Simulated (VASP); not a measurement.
## BeTe: elastic constants with PBE

Crystal: BeTe.

```
CELL_PARAMETERS angstrom
0.00000 2.77000 2.77000
2.77000 0.00000 2.77000
2.77000 2.77000 0.00000
ATOMIC_POSITIONS crystal
Te 0.75000 0.75000 0.75000
Be 0.00000 0.00000 0.00000
```

- Program: VASP 6.6.1
- Task: elastic constants
- Functional: PBE
- Potentials or basis: VASP PAW PBE potentials, release 64 (Te, Be)
- Cutoff: 600 eV
- k mesh: 6 × 6 × 6
- Occupations: fermi-dirac, width 0.05 eV
- Spin: no spin polarisation
- Ions in elastic constants: relaxed
- Further INCAR settings: ALGO = Normal; EDIFF = 1e-08; IBRION = 6; POTIM = 0.015; NSW = 1; ISIF = 3

- Relaxed volume: 22.78 Å³/atom
- Relaxed cell: a = 4.009 Å, b = 4.009 Å, c = 4.009 Å, α = 60.00°, β = 60.00°, γ = 60.00°
- Space group after relaxing (to 0.05 Å): F-43m (No. 216)
- Elastic constants C11, C12, C44: 96, 37, 49 GPa
- Voigt bulk modulus: 57 GPa
- Highest phonon frequency at Γ, LO-TO splitting left out: 455 cm⁻¹

Step by step:
```tsv
step	energy change (eV)	largest force (eV/Å)	pressure (GPa)	volume (Å³)
1	0.0000	0.0000	4.50	42.51
2	-0.0384	0.0000	-0.87	46.29
3	-0.0404	0.0000	0.01	45.55
```

Final structure:
```
Te Be
1.0
     0.00000    2.83457    2.83457
     2.83457    0.00000    2.83457
     2.83457    2.83457    0.00000
Te Be
1 1
Direct
  0.75000 0.75000 0.75000
  0.00000 0.00000 0.00000
```

Phonon frequencies in cm⁻¹ (negative: imaginary):
```
              q point        frequencies
(0.000, 0.000, 0.000)  0 0 0 455 455 455
```

Elastic tensor in Voigt notation (GPa, in the Cartesian axes of the cell as first typed):
```
96 37 37  0  0  0
37 96 37  0  0  0
37 37 96  0  0  0
 0  0  0 49  0  0
 0  0  0  0 49  0
 0  0  0  0  0 49
```

Clamped-ion elastic tensor (GPa):
```
96 37 37  0  0  0
37 96 37  0  0  0
37 37 96  0  0  0
 0  0  0 59  0  0
 0  0  0  0 59  0
 0  0  0  0  0 59
```

Wall time 96 s on 1 thread of Intel(R) Xeon(R) 6975P-C (Granite Rapids), on a shared host, peak memory 0.21 GiB.

Spin-orbit coupling is left out, which matters for the levels of Te.
